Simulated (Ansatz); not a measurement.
## Stress against strain in MoS2

```
CELL_PARAMETERS angstrom
1.58150 0.91308 6.12333
-1.58150 0.91308 6.12333
0.00000 -1.82616 6.12333
ATOMIC_POSITIONS crystal
Mo 0.00000 0.00000 0.00000
S 0.74840 0.74840 0.74840
S 0.58490 0.58490 0.58490
```

Atoms are numbered in the order listed.

The geometry is COD entry 9007661, unchecked; take it as a test cell.

All numbers below come from Ansatz 0.2.0, DFT, PBE, all-electron LAPW, scalar-relativistic.

The runs use a Γ-centred 13×13×13 k mesh, Fermi–Dirac smearing of 0.05 eV, basis error target 0.5 meV/atom, no spin polarisation.

The strain is applied along the Cartesian axes of the cell as listed (the other components stay zero). Fractional coordinates are held (clamped ions).

σ is the change of stress from the unstrained cell, which is at 9.29 GPa; tension is positive, so slopes are stress–strain coefficients at that pressure.

Only quantities that a quadratic follows smoothly over the whole series are listed; rougher ones are left out.

```tsv
εxx = εyy	σzz (GPa)	σxx (GPa)
-0.0300	-9.11	-13.27
-0.0200	-5.77	-8.45
0.0000	0.00	0.00
0.0100	2.48	3.68
0.0200	4.72	7.03
0.0300	6.74	10.08
```

(1) Fit the series and read off the stiffness at zero strain.

(2) One run, at εxx = εyy = -0.0100, is withheld. Predict its row.

## Answers

(1) Least-squares fits y = p0 + p1 x + p2 x² to the rows give σzz (GPa): p1 = 264, p2 = -1300; σxx (GPa): p1 = 388, p2 = -1800. So C13 + C23 = 264 GPa and C11 + C12 = 388 GPa, for these axes.

(2) The fits give -2.77, -4.07; the run gave -2.74, -4.03.
